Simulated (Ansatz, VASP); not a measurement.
## One calculation of Sn, two programs

File POSCAR:

```
Sn
1.0
   -1.9135983374      1.9135983374      1.8946518192
    1.9135983374     -1.9135983374      1.8946518192
    1.8757053010      1.8757053010     -1.8946518192
Sn
1
Direct
    0.0000000000      0.0000000000      0.0000000000
```

File INCAR.step1:

```
SYSTEM = Sn
ALGO = Normal
EDIFF = 1E-4
ENCUT = 520
GGA = PE
ISMEAR = -1
LASPH = .True.
LCHARG = .False.
LREAL = .False.
LWAVE = .True.
NBANDS = 13
NELM = 100
PREC = Accurate
SIGMA = 0.08
```

File INCAR.step2:

```
SYSTEM = Sn
ALGO = Normal
EDIFF = 1E-8
ENCUT = 520
ISIF = 2
ISMEAR = -1
ISTART = 1
LASPH = .True.
LCHARG = .False.
LEFG = .True.
LMIXTAU = .True.
LREAL = .False.
LWAVE = .False.
METAGGA = R2SCAN
NBANDS = 13
NELM = 100
PREC = Accurate
SIGMA = 0.08
```

File KPOINTS:

```
k-points
0
Gamma
  14 14 14
  0 0 0
```

Input for Ansatz:

```yaml
crystal:
  lattice:
    - [-1.9135983374, 1.9135983374, 1.8946518192]
    - [1.9135983374, -1.9135983374, 1.8946518192]
    - [1.875705301, 1.875705301, -1.8946518192]
  atoms:
    - { symbol: Sn, position: [0.0, 0.0, 0.0] }
kpoints:
  mp_grid: { grid: [14, 14, 14] }
scf:
  occupations: { method: fermi_dirac, width: 0.08 }
hamiltonian:
  xc: r2scan
  pseudopotentials: { kind: paw }
output:
  forces: true
  stress: true
  eigenvalues: true
  efg: { contact_densities: true }
```

Change from the starting cell: xy shear strain of -2 %, PAW files.

Alike in both runs: task electric field gradients; functional r2SCAN; k mesh 14 × 14 × 14; occupations fermi-dirac, width 0.08 eV; no spin polarisation.

|  | VASP | Ansatz |
| --- | --- | --- |
| version | VASP 6.6.1 | Ansatz 0.2.0 |
| potentials or method | VASP PAW PBE potentials, release 64 (Sn_d) | PAW with Ansatz's default frozen-core files, scalar-relativistic |
| plane-wave cutoff (eV) | 520 | 500 |
| valence electrons in the cell | 14 | 14 |

Ansatz gave:

| Quantity | Value |
| --- | --- |
| pressure (GPa) | -0.5 |
| largest component of the traceless stress (GPa) | 0.68 |
| Vzz of the field gradient on the site that differs most (V/Å²) | 11.4 |

Question: What did VASP give for the same quantities?

Answer: Pressure (GPa): -0.5; largest component of the traceless stress (GPa): 0.68; Vzz of the field gradient on the site that differs most (V/Å²): 11.6.

With one functional, cell and mesh, what is left measures potentials, basis and numerics. Ansatz warned: «gradients_without_spin_orbit».

Caveats: the PAW data sets were made with another functional, which shifts forces and pressure a little (VASP).
